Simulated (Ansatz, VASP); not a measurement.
## Be in VASP and in Ansatz

File INCAR:

```
SYSTEM = Be
PREC = Accurate
ENCUT = 520
EDIFF = 1E-6
ISMEAR = -1
SIGMA = 0.08
LREAL = .FALSE.
LASPH = .TRUE.
NELM = 60
ALGO = Normal
ISIF = 2
LWAVE = .FALSE.
LCHARG = .FALSE.
GGA = PE
NBANDS = 7
```

File KPOINTS:

```
regular mesh
0
G
  20 20 20
  0 0 0
```

Contents of POSCAR:

```
Be
1.0
    0.0000000000      1.5789013003      1.5789013003
    1.5789013003      0.0000000000      1.5789013003
    1.5789013003      1.5789013003      0.0000000000
Be
1
Direct
    0.0000000000      0.0000000000      0.0000000000
```

Input for Ansatz:

```yaml
crystal:
  lattice:
    - [0.0, 1.5789013003, 1.5789013003]
    - [1.5789013003, 0.0, 1.5789013003]
    - [1.5789013003, 1.5789013003, 0.0]
  atoms:
    - { symbol: Be, position: [0.0, 0.0, 0.0] }
kpoints:
  mp_grid: { grid: [20, 20, 20] }
  band_path:
    path:
      - [0.0, 0.0, 0.0]
      - [0.5, 0.0, 0.5]
      - [0.625, 0.25, 0.625]
      - [0.375, 0.375, 0.75]
      - [0.0, 0.0, 0.0]
      - [0.5, 0.5, 0.5]
      - [0.5, 0.25, 0.75]
      - [0.5, 0.0, 0.5]
    npoints: 8
scf:
  occupations: { method: fermi_dirac, width: 0.08 }
hamiltonian:
  xc: pbe
  pseudopotentials: { kind: paw }
output:
  forces: true
  stress: true
  eigenvalues: true
  populations: true
  dos: { projected: true, de: 0.2, e_range: [-14, 8] }
  write_density: true
  write_potential: true
  elf: true
  volumetric_format: npy
```

Change from the starting cell: volume scaled by 1, PAW files.

Alike in both runs: task single point; functional PBE; k mesh 20 × 20 × 20; occupations fermi-dirac, width 0.08 eV; no spin polarisation.

|  | VASP | Ansatz |
| --- | --- | --- |
| version | VASP 6.6.1 | Ansatz 0.2.0 |
| potentials or method | VASP PAW PBE potentials, release 64 (Be) | PAW with Ansatz's default frozen-core files, scalar-relativistic |
| plane-wave cutoff (eV) | 520 | 420 |
| valence electrons in the cell | 2 | 2 |

|  | VASP | Ansatz | Ansatz less VASP |
| --- | --- | --- | --- |
| pressure (GPa) | 0.1 | 0.0 | -0.13 |
